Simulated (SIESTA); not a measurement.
Rh under changes of volume

One of the cells (13.671 Å³/atom); the others are scaled copies at fixed shape and fractional positions:

```xyz
1
Lattice="0.0000 1.8979 1.8979 1.8979 0.0000 1.8979 1.8979 1.8979 0.0000" Properties=species:S:1:pos:R:3 pbc="T T T"
Rh    0.0000    0.0000    0.0000
```

- Program: SIESTA 5.4.2
- Functional: PBEsol
- Potentials or basis: PseudoDojo 0.4 standard (PBEsol files)
- Basis: DZP (energy shift 0.003 Ry; two zetas on semicore shells)
- Grid cutoff: 800 Ry
- Energy shift: 0.003 Ry
- k mesh: 12 × 12 × 12
- Occupations: fermi-dirac, width 0.05 eV
- Spin: no spin polarisation

```csv
volume (Å³/atom),energy over the lowest point (meV/atom),pressure (GPa)
12.851,?,?
13.125,23.40,13.9
13.398,6.23,6.8
13.671,0.00,0.8
13.945,3.52,-4.5
14.218,16.10,-9.8
14.492,36.70,-14.0
```

**Question.** What does the run at 12.851 Å³/atom give?

**Answer.** Energy over the lowest point 53.73 meV/atom; pressure 21.9 GPa.

Worked out: A Birch-Murnaghan fit of order 3 (a polynomial in V^(-2/3)) to the other rows has its minimum at 13.70 Å³/atom with B0 = V·E''(V) = 286 GPa and B' = 4.1. It gives 52.74 meV/atom at 12.851 Å³/atom, against the run's 53.73, and -dE/dV = 21.0 GPa, against 21.9.

Energies are extrapolated to zero smearing.

Caveats: the basis of atomic orbitals isn't converged, which shifts pressures, moduli and gaps.
